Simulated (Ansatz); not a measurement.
Pb under changes of volume

One of the cells (30.323 Å³/atom); the others are scaled copies at fixed shape and fractional positions:

```xyz
1
Lattice="0.0000 2.4750 2.4750 2.4750 0.0000 2.4750 2.4750 2.4750 0.0000" Properties=species:S:1:pos:R:3 pbc="T T T"
Pb    0.0000    0.0000    0.0000
```

| Property | Result |
| --- | --- |
| Program | Ansatz 0.2.0 |
| Functional | revPBE |
| Dispersion | D4 |
| Potentials or basis | Ansatz PAW |
| Cutoff | 420 eV (not typed: the program's choice for these potentials) |
| k mesh | 9 × 9 × 9 |
| Occupations | fermi-dirac, width 0.05 eV |
| Spin | no spin polarisation |

```csv
volume (Å³/atom),energy over the lowest point (meV/atom),pressure (GPa)
28.503,22.13,3.7
29.110,10.33,2.5
29.716,3.11,1.3
30.323,0.00,0.3
30.929,0.51,-0.5
31.535,?,?
32.142,10.41,-2.0
```

What does the run at 31.535 Å³/atom give?

Energy over the lowest point 4.11 meV/atom; pressure -1.3 GPa.

Worked out: A Birch-Murnaghan fit of order 3 (a polynomial in V^(-2/3)) to the other rows has its minimum at 30.54 Å³/atom with B0 = V·E''(V) = 45 GPa and B' = 5.7. It gives 4.08 meV/atom at 31.535 Å³/atom, against the run's 4.11, and -dE/dV = -1.3 GPa, against -1.3.

Energies are extrapolated to zero smearing.

Caveats: pairwise dispersion overbinds metals, which lowers pressure and volume; the PAW data sets come from PBE, with cores solved anew for the run's functional, which leaves a small shift of forces and pressure.
